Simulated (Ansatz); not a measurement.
Runs of Ansatz 0.2.0 on NaCl. The structure is cubic, space group Fm-3m (No. 225). Conventional cell: a = 5.588 Å, b = 5.588 Å, c = 5.588 Å, α = 90.00°, β = 90.00°, γ = 90.00°. Around Cl (site symmetry m-3m) lie 6 Na at 2.79 Å. Na (site symmetry m-3m) has 6 Cl at 2.79 Å as nearest neighbours. The cell is a database's computed one.

| task | level | cell | points for each segment of the path | gap on the mesh (eV) | pressure (GPa) | relaxed volume (Å³/atom) |
| --- | --- | --- | --- | --- | --- | --- |
| band structure | LDA | as given | 14 | (c) | -1.8 | - |
| band structure | RPBE | as given | 14 | 5.54 | (b) | - |
| relaxation of cell and atoms | PBEsol | relaxed | - | 5.01 | 0.0 | 21.98 |
| relaxation of cell and atoms | PBE | relaxed | - | (a) | 0.0 | 23.06 |
| relaxation of cell and atoms | LDA | relaxed | - | 5.07 | 0.0 | 20.39 |

Alike in all rows: potentials or basis Ansatz PAW; no spin polarisation; k mesh 8 × 8 × 8; cutoff (eV) 420; smearing fermi-dirac 0.05 eV.

Task: Estimate the missing entries.

Result: (a) 5.00; (b) 3.5; (c) 4.80.

Caveats: the PAW data sets come from PBE, with cores solved anew for the run's functional, which leaves a small shift of forces and pressure (some runs); the plane-wave basis is chosen anew once the cell has moved, so the energies of steps on either side of that aren't comparable (some runs).

A k mesh can miss the band edges.
